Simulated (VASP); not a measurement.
## Ge (strained diamond), PBE single-point calculation: Ansatz's output and VASP's

```
Ge
1.0
     0.00946    2.84633    2.84633
     2.84633    0.00946    2.84633
     2.84633    2.84633    0.00946
Ge
2
Direct
  0.00020 0.00020 0.00020
  0.24980 0.24980 0.24980
```

Ansatz printed

```
SCF 1 converged in 6 iterations: F = -8589.941608 eV  dr2 = 6.71e-10
  greatest PAW one-centre occupation: 0.998 electrons in one spin orbital (limit 2), on the Ge atom at site 1 (counted from 0), in its partial waves of l = 2
NSCF: frozen V_eff on 7 k-points
SCF converged after 6 iterations
Free energy (F): -8589.941608 eV
Harris-Foulkes:  -8589.941608 eV  (|F-HF|=1.36e-9)
Internal energy: -8589.941465 eV  (E = F + TS)
E sigma→0 (E₀):  -8589.941537 eV
Entropy (-TS):   -0.000143 eV (-0.072 meV/atom)
Fermi energy:    8.418602 eV
--- Per-component energies (eV) ---
  E_band       = -302.560783
  E_kinetic    = 222.870865
  E_local      = -4960.287883  (includes V_loc(G=0)·N_el)
  E_nonlocal   = 837.035644
  E_hartree    = 2176.428023
  E_xc         = -151.120697
  E_vxc        = -129.192644  (∫ρ·V_xc dr)
  E_paw        = -4039.726090  (= ΣΔE_a)
  E_vpaw       = -625.845141  (= ΣTr[D̂ρ^β])
  E_aug_tail   = 0.000618  (compensation charges beyond the density's cutoff)
  E_ewald      = -2675.141945
  E_smearing   = -0.000143  (= −TS)
  E_closure    = 0.000000  (closes the sum)
  Σ components = -8589.941608   (vs F -8589.941608, Δ=0.00e0)
--- Forces (eV/Å), atoms counted from 1 ---
  atom   1  Ge     0.00613694     0.00613694     0.00613694
  atom   2  Ge    -0.00613694    -0.00613694    -0.00613694
  max |Σ_I F_I| component: 1.82e-17 eV/Å
--- Stress (GPa, compression-positive) ---
        2.674784      -0.201419      -0.201419
       -0.201419       2.674784      -0.201419
       -0.201419      -0.201419       2.674784
  P = ⅓ Tr σ = 2.6748 GPa (26.748 kbar)
--- Band table (eV; the first three rows and the last of 65) ---
  k-point 0: bands = ["-16.3812", "-16.3812", "-16.3772", "-16.3453", "-16.3453", "-16.1435", "-16.1394", "-16.1394", "-16.1290", "-16.1290", "-4.2702", "8.3086", "8.3756", "8.4148", "8.4148", "10.9128", "10.9613", "10.9613"]
  k-point 1: bands = ["-16.3888", "-16.3861", "-16.3781", "-16.3343", "-16.3340", "-16.1542", "-16.1522", "-16.1428", "-16.1196", "-16.1182", "-4.0818", "6.0372", "8.0512", "8.0825", "9.3683", "11.3609", "11.4033", "11.8583"]
  k-point 2: bands = ["-16.3983", "-16.3960", "-16.3719", "-16.3176", "-16.3174", "-16.1670", "-16.1664", "-16.1501", "-16.1098", "-16.1079", "-3.5353", "3.7099", "7.5131", "7.5381", "9.0123", "11.9928", "12.0255", "13.9621"]
  k-point 64: bands = ["-16.4050", "-16.4050", "-16.3624", "-16.3055", "-16.3055", "-16.1742", "-16.1742", "-16.1609", "-16.1008", "-16.1008", "-2.2376", "0.8628", "7.0426", "7.0426", "8.5920", "12.1561", "12.1561", "15.5521"]
```

Each program uses its own PAW datasets. VASP's cell holds 28 valence electrons and Ansatz's 28. Ansatz's stress includes a Pulay correction; VASP's doesn't.

Question: What does VASP give for the same cell and level of theory?

Answer: gap between bands v and c 0.00 eV; least direct gap 0.00 eV; pressure 2.6 GPa.

From OUTCAR

```
k-points           NKPTS =     65   k-points in BZ     NKDIM =     65   number of bands    NBANDS=     21

   NELECT =      28.0000    total number of electrons

   dimension x,y,z NGX =    30 NGY =   30 NGZ =   30
   dimension x,y,z NGXF=    60 NGYF=   60 NGZF=   60

  energy-cutoff  :      520.00
  volume of cell :       45.89
      direct lattice vectors                 reciprocal lattice vectors
     0.009456245  2.846329757  2.846329757    -0.176542657  0.175958079  0.175958079
     2.846329757  0.009456245  2.846329757     0.175958079 -0.176542657  0.175958079
     2.846329757  2.846329757  0.009456245     0.175958079  0.175958079 -0.176542657

 k-points in reciprocal lattice and weights: KPOINTS created by Atomic Simulation Env
   0.00000000  0.00000000  0.00000000       0.002
   0.12500000  0.00000000  0.00000000       0.012
   0.25000000  0.00000000  0.00000000       0.012
   0.37500000  0.00000000  0.00000000       0.012
   0.50000000  0.00000000  0.00000000       0.006
   0.12500000  0.12500000  0.00000000       0.012
   0.25000000  0.12500000 -0.00000000       0.023
   0.37500000  0.12500000  0.00000000       0.023
   ...

 E-fermi :   4.8818

 k-point     1 :       0.0000    0.0000    0.0000
  band No.  band energies     occupation
      1     -19.9318      2.00000
      2     -19.9318      2.00000
      3     -19.9279      2.00000
      4     -19.8954      2.00000
      5     -19.8954      2.00000
      6     -19.6947      2.00000
      7     -19.6906      2.00000
      8     -19.6906      2.00000
      9     -19.6797      2.00000
     10     -19.6797      2.00000
     11      -7.8055      2.00000
     12       4.7762      1.98986
     13       4.8386      1.79314
     14       4.8780      1.09605
     15       4.8780      1.09605
     16       7.3809      0.00000
     17       7.4294      0.00000
     18       7.4294      0.00000
     19      11.2593      0.00000
     20      14.3106      0.00000
     21      14.3106      0.00000

 k-point     2 :       0.1250    0.0000    0.0000
  band No.  band energies     occupation
      1     -19.9393      2.00000
      2     -19.9367      2.00000
      3     -19.9287      2.00000
      4     -19.8845      2.00000
      5     -19.8842      2.00000
      6     -19.7051      2.00000
      7     -19.7031      2.00000
      8     -19.6940      2.00000
      9     -19.6705      2.00000
     10     -19.6691      2.00000
     11      -7.6172      2.00000
     12       2.5015      2.00000
     13       4.5143      2.00000
     14       4.5457      2.00000
     15       5.8351      0.00000
     16       7.8293      0.00000
     17       7.8717      0.00000
     18       8.3260      0.00000
     19      12.1844      0.00000
     20      13.4092      0.00000
     21      13.4338      0.00000

 k-point     3 :       0.2500    0.0000    0.0000
  band No.  band energies     occupation
      1     -19.9488      2.00000
      2     -19.9465      2.00000
      3     -19.9226      2.00000
      4     -19.8678      2.00000
      5     -19.8676      2.00000
      6     -19.7177      2.00000
      7     -19.7171      2.00000
      8     -19.7013      2.00000
      9     -19.6609      2.00000
     10     -19.6590      2.00000
     11      -7.0709      2.00000
     12       0.1737      2.00000
     13       3.9764      2.00000
     14       4.0014      2.00000
     15       5.4792      0.00000
     16       8.4622      0.00000
     17       8.4948      0.00000
     18      10.4299      0.00000
     19      12.8615      0.00000
     20      13.1446      0.00000
     21      13.1999      0.00000

 k-point     4 :       0.3750    0.0000    0.0000
  band No.  band energies     occupation
      1     -19.9536      2.00000
      2     -19.9515      2.00000
      3     -19.9162      2.00000
      4     -19.8581      2.00000
      5     -19.8569      2.00000
      6     -19.7248      2.00000
      7     -19.7240      2.00000
      8     -19.7087      2.00000
      9     -19.6558      2.00000
     10     -19.6537      2.00000
     11      -6.2716      2.00000
     12      -1.7545      2.00000
     13       3.5954      2.00000
     14       3.6151      2.00000
     15       5.1205      0.00001
     16       8.6194      0.00000
     17       8.6428      0.00000
     18      12.0900      0.00000
     19      13.0952      0.00000
     20      14.2934      0.00000
     21      14.3746      0.00000

 ...

  Total        0.7400342      0.7400342      0.7400342     -0.0577992     -0.0577992     -0.0577992
  in kB       25.8372570     25.8372570     25.8372570     -2.0179768     -2.0179768     -2.0179768
  external PRESSURE =      25.8372570 kB  Pullay stress =       0.0000000 kB

 POSITION                                       TOTAL-FORCE (eV/Angst)
 -----------------------------------------------------------------------------------
      0.00116      0.00116      0.00116         0.005995      0.005995      0.005995
      1.42437      1.42437      1.42437        -0.005995     -0.005995     -0.005995
 -----------------------------------------------------------------------------------
    total drift:                                0.000000      0.000000      0.000000

  FREE ENERGIE OF THE ION-ELECTRON SYSTEM (eV)
  ---------------------------------------------------
  free  energy   TOTEN  =        -9.0106247679 eV

  energy  without entropy=       -9.0104823363  energy(sigma->0) =       -9.01055355
```
